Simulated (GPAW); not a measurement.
Input of a GPAW 26.7.0 run:

The input run.py:

```python
from ase.dft.bandgap import bandgap
from ase.io import read, write
from ase.units import GPa
from gpaw import GPAW, PW

atoms = read('CdS.xyz')

calc = GPAW(mode=PW(500),
            xc='LDA',
            kpts={'size': (6, 6, 3), 'gamma': True},
            occupations={'name': 'fermi-dirac', 'width': 0.05},
            nbands=31,
            maxiter=120,
            txt='gpaw.txt')
atoms.calc = calc
energy = atoms.get_potential_energy()
forces = atoms.get_forces()
stress = atoms.get_stress()
calc.write('gs.gpw')
write('result.traj', atoms)
print(f'Energy: {energy:.6f} eV')
print('Forces (eV/A):')
print(forces.round(4))
print('Stress (GPa):', (stress / GPa).round(3))
print('Fermi level:', round(calc.get_fermi_level(), 4), 'eV')
print(f'Gap: {bandgap(calc)[0]:.4f} eV, direct: {bandgap(calc, direct=True)[0]:.4f} eV')
```

Contents of CdS.xyz:

```xyz
4
Lattice="4.1500000000 0.0000000000 0.0000000000 -2.0750000000 3.5940054257 0.0000000000 0.0000000000 0.0000000000 6.7370000000" Properties=species:S:1:pos:R:3 pbc="T T T"
Cd     2.0750000002      1.1980018084      3.3685000000
Cd    -0.0000000002      2.3960036173      0.0000000000
S      2.0750000002      1.1980018084      5.8948750000
S     -0.0000000002      2.3960036173      2.5263750000
```

Potentials or basis: the program's PAW data sets (release 1.2.1) made for this functional, pw.

Launch:

```console
$ OMP_NUM_THREADS=1 python run.py
```

Task: Estimate the pressure.

Result: -3.6 GPa.

Task: Estimate the band gap on the k mesh.

Result: 0.89 eV, direct.

Task: Predict the largest force.

Result: 0.060 eV/Å.

Forces in eV/Å, atoms in the order of the input:
```
Cd   0.000  0.000 -0.060
Cd   0.000  0.000 -0.060
S    0.000  0.000  0.059
S    0.000  0.000  0.060
```

Caveat: the cutoff is short for stress and forces, so pressures can be off by a GPa or more.

**Measured values to compare with.**

From “Isotope dependence of band-gap energy”, 2008, arxiv:0807.2152, for a bulk crystal of CdS: band gap 2.5809 ± 0.0002 eV.

A measured gap of CdS is 2.5809 eV (quoted in “Isotope dependence of band-gap energy”, 2008, arxiv:0807.2152); the calculated 0.89 eV misses it by -1.69 eV. So large a miss can be the level of theory's own, or it may mean another phase, state or a wrong row. Spin-orbit coupling on Cd is left out. The value is that of LDA, without temperature or zero-point motion. Semilocal functionals fall short of measured gaps as a rule.
